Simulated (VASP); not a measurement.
Runs of VASP 6.6.1 on AlN. Symmetry: P6_3mc, No. 186, hexagonal system. The conventional cell has a = 3.113 Å, b = 3.113 Å, c = 4.981 Å, α = 90.00°, β = 90.00°, γ = 120.00°. Around Al (site symmetry 3m) lie 4 N at 1.89 Å. N (site symmetry 3m) is surrounded by 4 Al at 1.89 Å. 

```tsv
task	level	potentials or basis	cell	k mesh	cutoff (eV)	smearing	ladder	k mesh for the DOS	occupations for the DOS	grid for exact exchange (PRECFOCK)	mesh quality	gap on the mesh (eV)	pressure (GPa)	relaxed volume (Å³/atom)	largest force (eV/Å)
relaxation of cell and atoms	rev-vdW-DF2	VASP PAW PBE potentials, release 64 (Al, N)	relaxed	7 × 7 × 5	600	fermi-dirac 0.05 eV	-	-	-	-	not flagged	(d)	0.0	(b)	-
relaxation of cell and atoms	PBE	VASP PAW PBE potentials, release 64 (Al, N)	relaxed	8 × 8 × 5	600	gaussian 0.05 eV	-	-	-	-	not flagged	4.06	0.0	10.63	-
relaxation of cell and atoms	r2SCAN+rVV10	VASP PAW PBE potentials, release 64 (Al, N)	relaxed	10 × 10 × 6	600	gaussian 0.05 eV	-	-	-	-	not flagged	4.92	0.0	10.36	-
relaxation of cell and atoms	SCAN	VASP PAW PBE potentials, release 64 (Al, N)	relaxed	10 × 10 × 6	600	gaussian 0.05 eV	-	-	-	-	not flagged	4.95	0.0	10.35	0.01
single point	PBE	VASP PAW PBE potentials, release 64 (Al_GW, N_GW)	as given	5 × 5 × 3	500	gaussian 0.02 eV	-	-	-	-	coarse	4.22	(c)	-	0.13
single point	PBEsol	VASP PAW PBE potentials, release 64 (Al, N)	as given	10 × 10 × 6	520	fermi-dirac 0.05 eV	free	-	-	-	not flagged	4.15	0.2	-	0.13
relaxation of cell and atoms	optB88-vdW	VASP PAW PBE potentials, release 64 (Al, N)	relaxed	7 × 7 × 5	600	fermi-dirac 0.05 eV	-	-	-	-	not flagged	4.27	0.0	(a)	-
relaxation of cell and atoms	PBEsol	VASP PAW PBE potentials, release 64 (Al, N)	relaxed	7 × 7 × 5	600	fermi-dirac 0.05 eV	-	-	-	-	not flagged	4.12	0.0	10.45	0.01
single point	PBEsol	VASP PAW PBE potentials, release 64 (Al, N)	as given	10 × 10 × 6	500	gaussian 0.1 eV	-	-	-	-	not flagged	4.15	0.2	-	0.13
band structure	HSE03	VASP PAW PBE potentials, release 64 (Al, N)	as given	6 × 6 × 4	520	gaussian 0.02 eV	free	-	-	Fast	not flagged	5.35	-1.5	-	0.13
```

Alike in all rows: no spin polarisation.

Estimate the missing entries.

(a) 10.56; (b) 10.54; (c) 2.8; (d) 4.19.

Caveats: some runs use coarse meshes; the PAW data sets were made with another functional, which shifts forces and pressure a little (some runs); an odd mesh through Γ misses points on the zone boundary, where band edges often lie (some runs); the cutoff is under 1.25 times the usual one of these potentials, so pressure, stress and relaxed cells hold a basis-set (Pulay) error (some runs).

Not every run made on this cell is shown here.
